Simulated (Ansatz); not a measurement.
# PbSe (Pm-3m) in Ansatz: notebook

The runs below take PbSe through single point, relaxation of cell and atoms, with PBE, LDA, PBEsol.

All numbers are computed with Ansatz 0.2.0; they aren't measurements. Logs are shortened: lines on timing, memory, paths and dates and some standing lists are left out, and cuts for length are marked.

## Step 1: Starting point

The structure is cubic, space group Pm-3m (No. 221). Conventional cell: a = 3.784 Å, b = 3.784 Å, c = 3.784 Å, α = 90.00°, β = 90.00°, γ = 90.00°. Pb (site symmetry m-3m) is surrounded by 8 Se at 3.28 Å. Around Se (site symmetry m-3m) lie 8 Pb at 3.28 Å.

Measurements of this composition are mostly on another form, of space group No. 225.

## Step 2: Single point, PBE

The input, input.yaml:

```yaml
crystal:
  lattice:
    - [3.784322, 0.0, 0.0]
    - [0.0, 3.784322, 0.0]
    - [0.0, 0.0, 3.784322]
  atoms:
    - { symbol: Pb, position: [0.0, 0.0, 0.0] }
    - { symbol: Se, position: [0.5, 0.5, 0.5] }
hamiltonian:
  xc: pbe
  pseudopotentials: { kind: paw }
kpoints:
  mp_grid: { grid: [7, 7, 7] }
scf:
  occupations: { method: gaussian, width: 0.011 }
output:
  forces: true
  stress: true
  eigenvalues: true
```

Potentials or basis: Ansatz PAW.

Run with:

```sh
> ansatz run input.yaml --threads 2 --pin off --max-ram 5632MiB --backend cpu --events-out ev --progress --plain --runs-dir out
```

Log:

```text
Warning: RAYON_NUM_THREADS=2 ignored (pool sized by the plan → 2); use --threads N
Engine: ansatz 0.2.0, aarch64-unknown-linux-gnu
Pseudopotentials: kind: paw
Pseudopotential: Pb, paw, valence charge 14, recommended cutoff 420 eV (normal), Pb.paw.azcp
Pseudopotential: Se, paw, valence charge 16, recommended cutoff 420 eV (normal), Se.paw.azcp
Functional definition: PBE
  parameter kappa = 0.804
  parameter beta = 0.06672455060314922
  exchange = pbe_x(kappa = kappa, mu = beta*pi^2/3)
  correlation = pbe_c(beta = beta)
Crystal: 2 atoms, lattice volume = 54.196 Å³
Basis set: ecut = 420 eV, 1021 PW (Γ), exchange–correlation on 54×54×54 points (8 copies of the dense FFT grid, shifted against one another)
Bands: 19, of which v1, the nominal top of the filled ones, is band 15 counted from 1 (14 counted from 0)
Symmetry: 48 space group operations
Space group: Pm-3m (ITA 221), of the structure as read, at distance tolerance 3.8e-5 Å
k-points: 20 of 343
Non-local potential: Pb, projectors of the file, l = 0: 2, l = 1: 2, l = 2: 2, l = 3: 2
Non-local potential: Se, projectors of the file, l = 0: 2, l = 1: 2, l = 2: 3, l = 3: 1
PAW form: soft (Blöchl's): semilocal exchange-correlation on the pseudo side does not see the compensation charge
PAW one-centre angular grid: Pb, 590 points (default); XC on 64 Gauss nodes
PAW one-centre angular grid: Se, 590 points (default); XC on 64 Gauss nodes
Initial density: superposition of atomic densities (neutral atoms: chi_scale 0, normalization atom), corrected by the library's trained network
Initial wavefunctions: pseudopotential atomic-orbital guess
Functional: x = pbe(κ = 0.804, μ = 0.2195149727645171), c = pbe(β = 0.06672455060314922)
SCF iter   1: F=—  HF=-17376.139526 eV  |F-HF|=—  |Δ(HF+E_count)|=         —  Δρ=1.11e-3  dr2=1.41e-3  ethr=1.77e-3  ⟨swp⟩=6.6  Hψ=1833  notcnv=0
preconditioner: auto → Resta (q_TF=auto, 2.472 Å⁻¹)  ε∞=3.2  [insulator: Δε(μ)=0.084 eV  Ē_g=15.354 eV  σ=0.011 eV  W_gap=0.68  n_scr=18 (ndim 8)  ℏωp=22.6 eV  f_vac=0.000  D(μ)=3.48/eV (n_scr^D=32)  ε∞_Penn≈3.2]
SCF iter   2: F=—  HF=-17376.138604 eV  |F-HF|=—  |Δ(HF+E_count)|=   9.23e-4  Δρ=4.69e-4  dr2=1.67e-4  ethr=4.70e-6  ⟨swp⟩=2.2  Hψ=818  notcnv=0
SCF iter   3: F=—  HF=-17376.138600 eV  |F-HF|=—  |Δ(HF+E_count)|=   3.97e-6  Δρ=1.66e-4  dr2=1.25e-5  ethr=5.58e-7  ⟨swp⟩=2.9  Hψ=690  notcnv=0
SCF iter   4: F=—  HF=-17376.138618 eV  |F-HF|=—  |Δ(HF+E_count)|=   1.85e-5  Δρ=6.63e-5  dr2=2.74e-6  ethr=4.16e-8  ⟨swp⟩=2.0  Hψ=681  notcnv=0
SCF iter   5: F=—  HF=-17376.138619 eV  |F-HF|=—  |Δ(HF+E_count)|=   8.43e-7  Δρ=2.34e-5  dr2=2.81e-7  ethr=9.12e-9  ⟨swp⟩=2.0  Hψ=680  notcnv=0
SCF iter   6: F=-17376.138619 eV  HF=-17376.138619 eV  |F-HF|=9.81e-9  |Δ(HF+E_count)|=   7.87e-8  Δρ=4.65e-6  dr2=6.68e-9  ethr=3.33e-10  ⟨swp⟩=5.7  Hψ=1685  notcnv=0
SCF 1 converged in 6 iterations: F = -17376.138619 eV  dr2 = 6.68e-9
SCF converged after 6 iterations
Free energy (F): -17376.138619 eV
Harris-Foulkes:  -17376.138619 eV  (|F-HF|=9.81e-9)
Internal energy: -17376.138417 eV  (E = F + TS)
E sigma→0 (E₀):  -17376.138518 eV
Entropy (-TS):   -0.000202 eV (-0.101 meV/atom)
Fermi energy:    9.464126 eV
--- Per-component energies (eV) ---
  E_band       = -402.143889
  E_kinetic    = 404.665593
  E_local      = -3325.133383  (includes V_loc(G=0)·N_el)
  E_nonlocal   = -245.836129
  E_hartree    = 1553.505867
  E_xc         = -325.122236
  E_vxc        = -230.630981  (∫ρ·V_xc dr)
  E_paw        = -12314.769159  (= ΣΔE_a)
  E_vpaw       = -112.221117  (= ΣTr[D̂ρ^β])
  E_aug_tail   = -0.000551  (compensation charges beyond the density's cutoff)
  E_ewald      = -3123.448419
  E_smearing   = -0.000202  (= −TS)
  E_closure    = 0.000000  (closes the sum)
  Σ components = -17376.138619   (vs F -17376.138619, Δ=0.00e0)
--- Forces (eV/Å), atoms counted from 1 ---
  atom   1  Pb    -0.00000000    -0.00000000     0.00000000
  atom   2  Se     0.00000000    -0.00000000     0.00000000
  max |Σ_I F_I| component: 9.80e-30 eV/Å
--- Stress (GPa, compression-positive) ---
       -0.190824      -0.000000       0.000000
        0.000000      -0.190824      -0.000000
        0.000000       0.000000      -0.190824
  P = ⅓ Tr σ = -0.1908 GPa (-1.908 kbar)
--- Band table (eV; the first three rows and the last of 20) ---
  k-point 0: bands = ["-37.3043", "-37.3043", "-37.3043", "-37.3039", "-37.3039", "-7.4015", "-7.4015", "-7.2528", "-7.2528", "-7.2528", "-3.6874", "2.4731", "8.0285", "8.0285", "8.0285", "14.6587", "14.6587", "15.5899", "15.5899"]
  k-point 1: bands = ["-37.3044", "-37.3044", "-37.3043", "-37.3039", "-37.3037", "-7.4002", "-7.3798", "-7.2608", "-7.2608", "-7.2521", "-3.5404", "2.1763", "7.9426", "8.2010", "8.2010", "13.9309", "14.8164", "15.1117", "15.1117"]
  k-point 2: bands = ["-37.3044", "-37.3044", "-37.3043", "-37.3039", "-37.3035", "-7.3974", "-7.3312", "-7.2787", "-7.2787", "-7.2505", "-3.1474", "1.4268", "8.0958", "8.6597", "8.6597", "11.9726", "14.0273", "14.0273", "15.2726"]
  k-point 19: bands = ["-37.3046", "-37.3046", "-37.3046", "-37.3030", "-37.3030", "-7.3427", "-7.3382", "-7.3382", "-7.2207", "-7.2207", "-1.8231", "2.9059", "6.7496", "7.0282", "7.0282", "9.3825", "9.3825", "10.2003", "21.9292"]
```

Wall time 0.96 s (2 threads of Arm Neoverse V1, shared host); peak memory 0.31 GiB.

Results:

```yaml
Free_energy: -17376.1386 eV
Pressure: -0.2 GPa
Band_gap_on_the_k_mesh: none (metal or under the smearing width)
```

## Step 3: Relaxation of cell and atoms, PBE

Edit input.yaml of step 2 so:

```diff
@@ -14,3 +14,3 @@
 scf:
-  occupations: { method: gaussian, width: 0.011 }
+  occupations: { method: fermi_dirac, width: 0.05 }
 output:
@@ -19 +19,5 @@
   eigenvalues: true
+relax:
+  f_tol: 0.01
+  max_steps: 40
+  cell: { stress_tol: 0.05 }
```

Potentials or basis: Ansatz PAW.

Run with:

```sh
> ansatz run input.yaml --threads 2 --pin off --max-ram 5632MiB --backend cpu --events-out ev --progress --plain --runs-dir out
```

Run time: 3 s. Hardware: 2 threads of Arm Neoverse V1, shared host; peak memory 0.33 GiB.

The run converged. Its results:

```yaml
Free_energy: -17376.1449 eV
Relaxed_volume: 27.00 Å³/atom
Relaxed_cell: a = 3.780 Å, b = 3.780 Å, c = 3.780 Å, α = 90.00°, β = 90.00°, γ = 90.00°
Space_group_after_relaxing_to_0.05_Å: Pm-3m (No. 221)
Energy_gained_by_relaxing: 0.0 meV/atom
Ionic_steps: 3
Pressure_after_relaxing: 0.0 GPa
Band_gap_on_the_k_mesh: none (metal or under the smearing width)
```

Final structure:
```
Pb Se
1.0
     3.77959    0.00000    0.00000
     0.00000    3.77959    0.00000
     0.00000    0.00000    3.77959
Pb Se
1 1
Cartesian
  0.0000 0.0000 0.0000
  1.8898 1.8898 1.8898
```

Levels at points of the mesh, in eV from the Fermi level:
```tsv
k point	band 13	band 14	band 15	band 16	band 17	band 18
(0.00, 0.00, 0.00)	-1.47	-1.47	-1.47	5.16	5.16	6.12
```

Caveat: the plane-wave basis is chosen anew once the cell has moved, so the energies of steps on either side of that aren't comparable.

## Step 4: Relaxation of cell and atoms, LDA

Edit input.yaml of step 3 so:

```diff
@@ -9,3 +9,3 @@
 hamiltonian:
-  xc: pbe
+  xc: lda
   pseudopotentials: { kind: paw }
```

Potentials or basis: Ansatz PAW.

Run with:

```sh
> ansatz run input.yaml --threads 2 --pin off --max-ram 5632MiB --backend cpu --events-out ev --progress --plain --runs-dir out
```

Log:

```text
Warning: RAYON_NUM_THREADS=2 ignored (pool sized by the plan → 2); use --threads N
[... 4 set-up lines as earlier in the session ...]
Functional definition: SPW92
  exchange = slater_x
  correlation = pw_c
Crystal: 2 atoms, lattice volume = 54.196 Å³
Basis set: ecut = 420 eV, 1021 PW (Γ)
Bands: 19, of which v1, the nominal top of the filled ones, is band 15 counted from 1 (14 counted from 0)
[... 2 set-up lines as earlier in the session ...]
k-points: 20 of 343
[... 3 set-up lines as earlier in the session ...]
PAW frozen core: Pb, regenerated for the run's functional, and the local potential with it (the file was generated under x = pbe(κ = 0.804, μ = 0.2195149727645171), c = pbe(β = 0.06672455060314922))
PAW frozen core: Se, regenerated for the run's functional, and the local potential with it (the file was generated under x = pbe(κ = 0.804, μ = 0.2195149727645171), c = pbe(β = 0.06672455060314922))
[... 4 set-up lines as earlier in the session ...]
Functional: x = slater, c = lda
SCF iter   1: F=—  HF=-16986.179215 eV  |F-HF|=—  |Δ(HF+E_count)|=         —  Δρ=5.07e-3  dr2=1.61e-2  ethr=1.77e-3  ⟨swp⟩=6.2  Hψ=1784  notcnv=0
preconditioner: auto → Kerker (q_TF=auto, 2.472 Å⁻¹)  [metal: Δε(μ)=0.010 eV  Ē_g=15.225 eV  σ=0.050 eV  W_gap=0.05  n_scr=18 (ndim 8)  ℏωp=22.6 eV  f_vac=0.000  D(μ)=1.17/eV (n_scr^D=6)]
SCF iter   2: F=—  HF=-16986.174605 eV  |F-HF|=—  |Δ(HF+E_count)|=   4.61e-3  Δρ=3.00e-3  dr2=5.45e-3  ethr=5.35e-5  ⟨swp⟩=1.3  Hψ=547  notcnv=0
SCF iter   3: F=—  HF=-16986.172991 eV  |F-HF|=—  |Δ(HF+E_count)|=   1.61e-3  Δρ=6.23e-4  dr2=4.08e-4  ethr=1.82e-5  ⟨swp⟩=2.0  Hψ=565  notcnv=0
[... 51 lines left out ...]
SCF converged after 6 iterations
Free energy (F): -16986.252561 eV
Harris-Foulkes:  -16986.252561 eV  (|F-HF|=7.28e-12)
Internal energy: -16986.243689 eV  (E = F + TS)
E sigma→0 (E₀):  -16986.248125 eV
Entropy (-TS):   -0.008872 eV (-4.436 meV/atom)
Fermi energy:    10.657698 eV
--- Per-component energies (eV) ---
  E_band       = -373.147901
  E_kinetic    = 408.393292
  E_local      = -3182.256317  (includes V_loc(G=0)·N_el)
  E_nonlocal   = -235.218372
  E_hartree    = 1494.669903
  E_xc         = -324.083865
  E_vxc        = -233.630669  (∫ρ·V_xc dr)
  E_paw        = -11927.552871  (= ΣΔE_a)
  E_vpaw       = -119.774999  (= ΣTr[D̂ρ^β])
  E_aug_tail   = -0.000509  (compensation charges beyond the density's cutoff)
  E_ewald      = -3222.334599
  E_core_change = 2.139649  (= ΣΔE_core)
  E_smearing   = -0.008872  (= −TS)
  E_closure    = -0.000000  (closes the sum)
  Σ components = -16986.252561   (vs F -16986.252561, Δ=0.00e0)
--- Forces (eV/Å), atoms counted from 1 ---
  atom   1  Pb     0.00000000     0.00000000    -0.00000000
  atom   2  Se     0.00000000    -0.00000000    -0.00000000
  max |Σ_I F_I| component: 1.58e-30 eV/Å
--- Stress (GPa, compression-positive) ---
       -0.019742      -0.000000       0.000000
       -0.000000      -0.019742       0.000000
        0.000000       0.000000      -0.019742
  P = ⅓ Tr σ = -0.0197 GPa (-0.197 kbar)
--- Band table (eV; the first three rows and the last of 20) ---
  k-point 0: bands = ["-36.4678", "-36.4678", "-36.4678", "-36.4672", "-36.4672", "-6.2169", "-6.2169", "-6.0174", "-6.0174", "-6.0174", "-3.2438", "3.6822", "8.9097", "8.9097", "8.9097", "15.6675", "15.6675", "17.2638", "17.2638"]
  k-point 1: bands = ["-36.4678", "-36.4678", "-36.4678", "-36.4672", "-36.4670", "-6.2149", "-6.1871", "-6.0292", "-6.0292", "-6.0163", "-3.0702", "3.2782", "8.8598", "9.1082", "9.1082", "15.3725", "15.8214", "16.6840", "16.6840"]
  k-point 2: bands = ["-36.4679", "-36.4679", "-36.4678", "-36.4672", "-36.4666", "-6.2105", "-6.1207", "-6.0554", "-6.0554", "-6.0140", "-2.5951", "2.2886", "9.1192", "9.6408", "9.6408", "13.3682", "15.3953", "15.3953", "16.2619"]
  k-point 19: bands = ["-36.4682", "-36.4682", "-36.4682", "-36.4658", "-36.4658", "-6.1531", "-6.1447", "-6.1447", "-5.9628", "-5.9628", "-0.8994", "3.9868", "7.5187", "7.8106", "7.8106", "10.2070", "10.2070", "11.1490", "23.8600"]
--- Relaxed structure (4 steps of the walk, 4 accepted, 1 SCFs on fresh bases) ---
  F+E_penalty+E_count = -16986.25256061 eV   max|allowed force component| = 1.183e-30 eV/Å   (the final SCF, on the basis selected at the relaxed cell)
  cell:  # Å, volume = 49.3578 Å³
    - [3.6681896945639343, 1.6410528067799573e-33, -6.5802606433230555e-34]
    - [1.6410528067799573e-33, 3.668189694563934, 0.0]
    - [-6.5802606433230555e-34, 0.0, 3.668189694563934]
  atoms:
    - { symbol: Pb, position: [1.3861786085700287e-48, -2.5446169015047533e-35, -2.5446169015047293e-35] }
    - { symbol: Se, position: [0.5, 0.5, 0.5] }
```

Run time: 4.8 s. Hardware: 2 threads of Arm Neoverse V1, shared host; peak memory 0.32 GiB.

Results:

| Property | Result |
| --- | --- |
| Free energy | -16986.2526 eV |
| Relaxed volume | 24.68 Å³/atom |
| Relaxed cell | a = 3.668 Å, b = 3.668 Å, c = 3.668 Å, α = 90.00°, β = 90.00°, γ = 90.00° |
| Space group after relaxing (to 0.05 Å) | Pm-3m (No. 221) |
| Energy gained by relaxing | 39.8 meV/atom |
| Ionic steps | 5 |
| Pressure after relaxing | 0.0 GPa |
| Band gap on the k mesh | none (metal or under the smearing width) |

The path:
| step | energy change (eV) | largest force (eV/Å) | volume (Å³) |
| --- | --- | --- | --- |
| 1 | 0.0000 | 0.0000 | 54.20 |
| 2 | -0.0759 | 0.0000 | 48.30 |
| 3 | -0.0802 | 0.0000 | 49.55 |
| 4 | -0.0804 | 0.0000 | 49.36 |
| 5 | -0.0797 | 0.0000 | 49.36 |

Final structure:
```
CELL_PARAMETERS angstrom
3.66819 0.00000 0.00000
0.00000 3.66819 0.00000
0.00000 0.00000 3.66819
ATOMIC_POSITIONS crystal
Pb 0.00000 0.00000 0.00000
Se 0.50000 0.50000 0.50000
```

Levels at points of the mesh, in eV from the Fermi level:
| k point | band 13 | band 14 | band 15 | band 16 | band 17 | band 18 |
| --- | --- | --- | --- | --- | --- | --- |
| (0.00, 0.00, 0.00) | -1.75 | -1.75 | -1.75 | 5.01 | 5.01 | 6.61 |

Caveat: the plane-wave basis is chosen anew once the cell has moved, so the energies of steps on either side of that aren't comparable; the PAW data sets come from PBE, with cores solved anew for the run's functional, which leaves a small shift of forces and pressure.

(Continued in part 2 of 2.)
